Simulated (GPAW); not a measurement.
TePb:

```
Pb Te
1.0
     4.00229    0.00000    0.00000
     0.00000    4.00229    0.00000
     0.00000    0.00000    4.00229
Pb Te
1 1
Direct
  0.00000 0.00000 0.00000
  0.50000 0.50000 0.50000
```

Measurements of this composition are mostly on another form, of space group No. 225.

```yaml
Program: GPAW 26.7.0
Task: single point
Functional: PBE
Potentials_or_basis: GPAW PAW data sets (gpaw-data 1.2.1)
Cutoff: 600 eV
Basis: pw
k_mesh: 7 × 7 × 7
Occupations: fermi-dirac, width 0.05 eV
Spin: no spin polarisation
```

On this cell: pressure -0.3 GPa; largest force zero by symmetry; band gap on the k mesh none (metal or under the smearing width).

The same run follows on a disturbed copy (atoms moved at random, drawn with an rms of 0.05 Å):

```
Pb Te
1.0
     4.00229    0.00000    0.00000
     0.00000    4.00229    0.00000
     0.00000    0.00000    4.00229
Pb Te
1 1
Direct
  0.99039 0.00759 0.98972
  0.48334 0.49709 0.49934
```

Task: What changes?

Result: The energy (extrapolated to zero smearing) moves by -0.7 meV/atom; pressure -0.2 GPa; largest force 0.042 eV/Å; band gap on the k mesh none (metal or under the smearing width).

Forces on the atoms (eV/Å):
```
Pb   0.019  0.028 -0.025
Te  -0.019 -0.028  0.025
```
